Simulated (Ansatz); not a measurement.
## Ge: energy along a strain

Ge, Cmmm, a = 2.794 Å, b = 5.201 Å, c = 2.698 Å (as given, not relaxed at this level: -0.6 GPa). This isn't the element's structure at ambient conditions. Ansatz: PBE, PAW, 420 eV, Γ-centred 20×20×18 mesh on 1 atom, Gaussian smearing 0.15 eV; no spin polarisation. Cell vectors (Å): 1.397 -2.601 0.000; 1.397 2.601 0.000; 0.000 0.000 2.698. The cell is strained by x per cent times the pattern (1 1 0 0 0 0) in the order xx yy zz yz xz xy (engineering shears), with fractional coordinates held. y is the free energy over the start, V0 = 19.607 Å³/atom. Points with a strain past 8.5 % were computed too (3) and aren't used here.

```
x (%) y (meV/atom)
-7.50        151.52
-5.00         59.04
-2.50         11.80
 0.00          0.00
 2.50         17.21
 5.00         55.87
 7.50             ?
```

**Question.** Fit y = c1 x + c2 x² + c3 x³ to the other rows, get the stiffness along the pattern, and predict the missing energy.

**Answer.** Least squares on the rows shown. y = 1.6900 x + 2.3036 x² − 0.081824 x³. The clamped-ion stiffness p·C·p = 2 × 23.04 eV × 160.2 / 19.607 Å³ = 376 GPa (second derivative at the start, which stands under stress). At x = 7.50 the fit asked for gives 107.73 meV/atom. The run gave 110.14 meV/atom, so the fit is 2.41 meV/atom too low, 1.6 % of the span of the series, against an rms of 0.23 meV/atom on the fitted rows. The row lies outside the fitted range. With a term in x⁴ added, a fit to the same known rows predicts 110.55 meV/atom, so most of the miss is curvature that the known rows already hold.

Cost: 10 runs of about 3.2 core-minutes in all, on Intel Xeon Processor @ 2.70GHz (shared hosts).